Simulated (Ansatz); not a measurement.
Write the native input for Ansatz 0.2.0 that does the following.

```
Task                : density of states
Functional          : LDA
Potentials or basis : Ansatz PAW
Cutoff              : 420 eV (not typed: the program's choice for these potentials)
k mesh              : 10 × 10 × 8
Occupations         : fermi-dirac, width 0.05 eV
Spin                : no spin polarisation
```

Crystal: MgB2.

```
Mg B
1.0
     3.08500    0.00000    0.00000
    -1.54250    2.67169    0.00000
     0.00000    0.00000    3.52300
Mg B
1 2
Direct
  0.00000 0.00000 0.00000
  0.66667 0.33333 0.50000
  0.33333 0.66667 0.50000
```

The input as run:

input.yaml

```yaml
crystal:
  lattice:
    - [3.085, 0.0, 0.0]
    - [-1.5425, 2.6716883707, 0.0]
    - [0.0, 0.0, 3.523]
  atoms:
    - { symbol: Mg, position: [0.0, 0.0, 0.0] }
    - { symbol: B, position: [0.6666666667, 0.3333333333, 0.5] }
    - { symbol: B, position: [0.3333333333, 0.6666666667, 0.5] }
hamiltonian:
  xc: lda
  pseudopotentials: { kind: paw }
kpoints:
  mp_grid: { grid: [10, 10, 8] }
scf:
  occupations: { method: fermi_dirac, width: 0.05 }
  n_extra_bands: 7
output:
  forces: true
  stress: true
  eigenvalues: true
  dos: { projected: false, de: 0.05, nscf_kmesh: { grid: [15, 15, 12] } }
```

Potentials or basis: Ansatz PAW.

Launch:

```console
$ ansatz run input.yaml --threads 2 --pin off --max-ram 5120MiB --backend cpu --events-out ev --progress --plain --runs-dir out
```

It gave:

```yaml
Pressure: -7.5 GPa
Band_gap_on_the_k_mesh: none (metal or under the smearing width)
Density_of_states_at_the_Fermi_level: 0.72 states/eV per cell
```

Caveat: the PAW data sets come from PBE, with cores solved anew for the run's functional, which leaves a small shift of forces and pressure.

Run time: 1.1 s on 2 threads of INTEL(R) XEON(R) PLATINUM 8581C CPU @ 2.30GHz (Emerald Rapids) (shared host), peak memory 0.35 GiB.
